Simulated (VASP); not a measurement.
The input files of a VASP run:

INCAR:
```
! general
SYSTEM  = BaSnO3
PREC    = Accurate
ENCUT   = 520
LREAL   = .FALSE.
LASPH   = .TRUE.

! electronic loop
EDIFF   = 1E-7
NELM    = 100
ALGO    = Normal
LMAXMIX = 4

! smearing
ISMEAR  = -5

! ions
ISIF    = 2

! output
LWAVE   = .FALSE.
LCHARG  = .TRUE.
LORBIT  = 11
NEDOS   = 601

! other
LEFG    = .TRUE.
```

### POSCAR
```
BaSnO3
8.1960310
  0.4999999996   0.0000000000   0.0000000000
  0.0000000000   0.4999999996   0.0000000000
  0.0000000000   0.0000000000   0.4999999996
Ba Sn O
1 1 3
Cartesian
  0.0000000000   0.0000000000   0.0000000000
  0.2499999998   0.2499999998   0.2499999998
  0.2499999998   0.0000000000   0.2499999998
  0.0000000000   0.2499999998   0.2499999998
  0.2499999998   0.2499999998   0.0000000000
```

**KPOINTS**
```
K-points
0
gamma
 6 6 6
```

POTCAR, in this order: Ba_sv Sn_d O (LDA.64 set). Program: vasp_std.

Question: Write an equivalent input for Ansatz.

Answer: One equivalent input (not run):
Ansatz 0.2 input:
```yaml
crystal:
  lattice:
    - [4.0980155, 0.0000000, 0.0000000]
    - [0.0000000, 4.0980155, 0.0000000]
    - [0.0000000, 0.0000000, 4.0980155]
  atoms:
    - { symbol: Ba, position: [0.0000000, 0.0000000, 0.0000000] }
    - { symbol: Sn, position: [0.5000000, 0.5000000, 0.5000000] }
    - { symbol: O, position: [0.5000000, 0.0000000, 0.5000000] }
    - { symbol: O, position: [0.0000000, 0.5000000, 0.5000000] }
    - { symbol: O, position: [0.5000000, 0.5000000, 0.0000000] }
kpoints:
  mp_grid: { grid: [6, 6, 6] }
hamiltonian:
  xc: lda
  pseudopotentials: { kind: paw }
scf:
  occupations: { method: tetrahedron }
  max_iter: 100
output: { forces: true, stress: true, eigenvalues: true }
```
The two are equivalent in intent, not identical: each code has its own PAW files, so the cut-off isn't converted (ENCUT is set for VASP's; basis.ecutwfc is left out, and Ansatz then takes the one that its files recommend); Ansatz stops its SCF on the density residual and VASP on the energy change (EDIFF); Ansatz's lda is the Perdew-Wang form, while the LDA potentials of VASP carry Perdew-Zunger's; the field gradients of LEFG aren't asked of the other code.

The compound is BaSnO3 in the cubic perovskite structure. It was relaxed first.
